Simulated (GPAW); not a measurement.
A run of GPAW 26.7.0 is set up as follows.

Contents of run.py:

```python
from ase.dft.bandgap import bandgap
from ase.io import read, write
from ase.units import GPa
from gpaw import GPAW, PW, setup_paths

setup_paths.insert(0, '.')

atoms = read('POSCAR')

calc = GPAW(mode=PW(600),
            xc='WC',
            kpts={'size': (7, 7, 7), 'gamma': True},
            occupations={'name': 'fermi-dirac', 'width': 0.05},
            nbands=18,
            convergence={'density': 1e-05, 'energy': 1e-05},
            maxiter=150,
            txt='gpaw.txt')
atoms.calc = calc
energy = atoms.get_potential_energy()
forces = atoms.get_forces()
stress = atoms.get_stress()
calc.write('gs.gpw')
write('result.traj', atoms)
print(f'Energy: {energy:.6f} eV')
print('Forces (eV/A):')
print(forces.round(4))
print('Stress (GPa):', (stress / GPa).round(3))
print('Fermi level:', round(calc.get_fermi_level(), 4), 'eV')
print(f'Gap: {bandgap(calc)[0]:.4f} eV, direct: {bandgap(calc, direct=True)[0]:.4f} eV')

path = atoms.cell.bandpath('GXWKGLUWLK,UX', npoints=100, eps=1e-4)
bs_calc = calc.fixed_density(kpts=path, symmetry='off', nbands=28,
                             convergence={'bands': 'CBM+6.0', 'eigenstates': 1e-6}, txt='bands.txt')
bs = bs_calc.band_structure()
bs.write('bs.json')
print(f'Gap on the path: {bandgap(bs_calc)[0]:.4f} eV')
```

POSCAR

```
ZnS
1.0
    0.0000000000      2.7020000000      2.7020000000
    2.7020000000      0.0000000000      2.7020000000
    2.7020000000      2.7020000000      0.0000000000
Zn S
1 1
Direct
    0.7500000000      0.7500000000      0.7500000000
    0.0000000000      0.0000000000      0.0000000000
```

Potentials or basis: PAW data sets generated in the run's folder for this functional, pw.

Launch:

```console
$ gpaw-setup -f WC S Zn
$ OMP_NUM_THREADS=1 python run.py
```

Task: Estimate the band gap along the path.

Result: 1.93 eV, direct.

Task: Predict the band gap on the k mesh.

Result: 1.93 eV, direct.

Task: Estimate the pressure.

Result: -2.1 GPa.

Levels at the corners of the path, in eV from the valence-band top:
```tsv
point	band 6	band 7	band 8	band 9	band 10	band 11	band 12	band 13
Γ	-5.87	0.00	0.00	0.00	1.93	6.28	6.28	6.28
X	-5.65	-4.60	-2.24	-2.24	3.22	3.95	10.78	11.82
W	-5.46	-4.63	-2.79	-2.75	5.54	5.96	7.72	8.04
K	-5.52	-4.66	-3.16	-1.82	3.97	5.85	9.20	9.65
Γ	-5.87	0.00	0.00	0.00	1.93	6.28	6.28	6.28
L	-5.67	-5.35	-0.87	-0.87	3.17	6.80	6.80	8.66
U	-5.52	-4.66	-3.16	-1.82	3.97	5.85	9.20	9.65
W	-5.46	-4.63	-2.79	-2.75	5.54	5.96	7.72	8.04
L	-5.67	-5.35	-0.87	-0.87	3.17	6.80	6.80	8.66
K	-5.52	-4.66	-3.16	-1.82	3.97	5.85	9.20	9.65
U	-5.52	-4.66	-3.16	-1.82	3.97	5.85	9.20	9.65
X	-5.65	-4.60	-2.24	-2.24	3.22	3.95	10.78	11.82
```

**Measured values to compare with.**

“Electronic, vibrational, and thermodynamic properties of ZnS (zincblende and rocksalt structure)”, 2009, arxiv:0911.5022 quotes, for a bulk crystal of ZnS at 19 K: band gap 3.85 eV (direct).

Against the measured gap of ZnS, 3.85 eV (direct; 19 K; quoted in “Electronic, vibrational, and thermodynamic properties of ZnS (zincblende and rocksalt structure)”, 2009, arxiv:0911.5022), the calculated 1.93 eV is off by -1.92 eV. The value is that of WC, without temperature or zero-point motion. Semilocal functionals fall short of measured gaps as a rule.
